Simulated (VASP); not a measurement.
Input of a VASP 6.6.1 run:

Contents of INCAR:

```
SYSTEM = MoSe2
ALGO = Normal ; EDIFF = 1E-6
EDIFFG = -0.01 ; ENCUT = 300
GGA = PE ; IBRION = 2
ISIF = 3 ; ISMEAR = 0
KPAR = 2 ; LASPH = .TRUE.
LCHARG = .FALSE. ; LREAL = .FALSE.
LWAVE = .FALSE. ; NELM = 80
NSW = 90 ; PREC = Accurate
SIGMA = 0.03
```

File KPOINTS:

```
k-points
0
G
  5 5 1
  0 0 0
```

The input POSCAR:

```
MoSe2
1.0
    3.2880000000      0.0000000000      0.0000000000
   -1.6440000000      2.8474915276      0.0000000000
    0.0000000000      0.0000000000     12.9000000000
Mo Se
2 4
Direct
    0.3333333333      0.6666666667      0.2500000000
    0.6666666667      0.3333333333      0.7500000000
    0.3333333333      0.6666666667      0.6250000000
    0.6666666667      0.3333333333      0.1250000000
    0.3333333333      0.6666666667      0.8750000000
    0.6666666667      0.3333333333      0.3750000000
```

Potentials or basis: VASP PAW PBE potentials, release 64 (Mo, Se).

Command:

```console
$ cat potpaw_PBE.64/Mo/POTCAR potpaw_PBE.64/Se/POTCAR > POTCAR
$ mpirun -np 2 vasp_std > vasp.out
```

(1) Estimate the relaxed volume.

(2) Predict the band gap on the k mesh.

(3) Estimate the relaxed cell.

## Answers

(1) 23.03 Å³/atom.

(2) 1.36 eV, indirect (least direct gap 1.85 eV).

(3) a = 3.318 Å, b = 3.318 Å, c = 14.493 Å, α = 90.00°, β = 90.00°, γ = 120.00°.

Caveat: the k mesh is coarse (spacing up to 0.49 Å⁻¹), so the values aren't converged; an odd mesh through Γ misses points on the zone boundary, where band edges often lie; this functional lacks dispersion, which binds the layers, so the pressure and a relaxed spacing across them are unreliable; the volume moved by +14 % from the deposited cell, more than functionals usually miss.
